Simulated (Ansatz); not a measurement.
BaS (Fm-3m) from a database of computed structures (r2SCAN geometry), in Ansatz:

```
CELL_PARAMETERS angstrom
0.00000 3.21195 3.21195
3.21195 0.00000 3.21195
3.21195 3.21195 0.00000
ATOMIC_POSITIONS crystal
Ba 0.00000 0.00000 0.00000
S 0.50000 0.50000 0.50000
```

G0W0@PBE with 491 empty bands, a screening cutoff of 220 eV and a 6×6×6 mesh (PAW, contour deformation) gives 3.547 eV over the mesh points, from a PBE gap of 2.230 eV; it sums over 499 bands with 531 plane waves in the screening and a wave cutoff of 420 eV. G0W0 values are finite-basis, finite-mesh values. Calculated for a static, non-magnetic cell.

(1) Another run gave a Kohn-Sham gap of 2.233 eV and a G0W0 gap of 3.549 eV, summing over 499 bands with 531 plane waves in the screening and a wave cutoff of 770 eV. What was changed?

(2) Estimate the gap with starting point r2SCAN.

(3) Estimate the gap with starting point HSE06.

Answers

(1) Potentials of the kind norm-conserving. The wave cutoff gives it away.

(2) 3.773 eV (+0.226 eV), from a Kohn-Sham gap of 2.578 eV.

(3) 4.014 eV (+0.467 eV), from a Kohn-Sham gap of 3.138 eV.

Spin-orbit coupling is left out.
